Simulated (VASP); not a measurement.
Mg2Ge (antifluorite): one r²SCAN single-point calculation in two programs

```xyz
3
Lattice="0.0000 3.1831 3.1831 3.1831 0.0000 3.1831 3.1831 3.1831 0.0000" Properties=species:S:1:pos:R:3 pbc="T T T"
Ge    0.0000    0.0000    0.0000
Mg    1.5916    1.5916    1.5916
Mg    4.7747    4.7747    4.7747
```

Each program uses its own PAW datasets. VASP's cell holds 18 valence electrons and Ansatz's 34. Ansatz's stress includes a Pulay correction; VASP's doesn't.

Cutoffs: 520 eV in VASP, 500 eV in Ansatz. k meshes: 8×8×8 and 8×8×8.

```
                               VASP   Ansatz
gap between bands v and c   0.44 eV  0.44 eV
         least direct gap   1.65 eV  1.67 eV
                 pressure  -0.3 GPa  0.0 GPa
```

Band v is the last that the valence electrons fill when counted band by band, and c is the next. Levels in eV from the top of v, Ansatz:

| point | v−1 | v | c | c+1 |
| --- | --- | --- | --- | --- |
| Γ | 0.00 | 0.00 | 1.67 | 3.19 |
| X | -2.09 | -2.09 | 0.44 | 1.00 |
| K | -3.58 | -1.74 | 1.08 | 3.58 |
| L | -0.76 | -0.76 | 1.56 | 3.11 |
| W | -3.74 | -2.77 | 3.12 | 4.25 |

VASP:

```csv
point,v−1,v,c,c+1
Γ,0.00,0.00,1.65,3.17
X,-2.10,-2.10,0.44,0.98
K,-3.59,-1.75,1.07,3.57
L,-0.77,-0.77,1.54,3.10
W,-3.75,-2.77,3.12,4.24
```
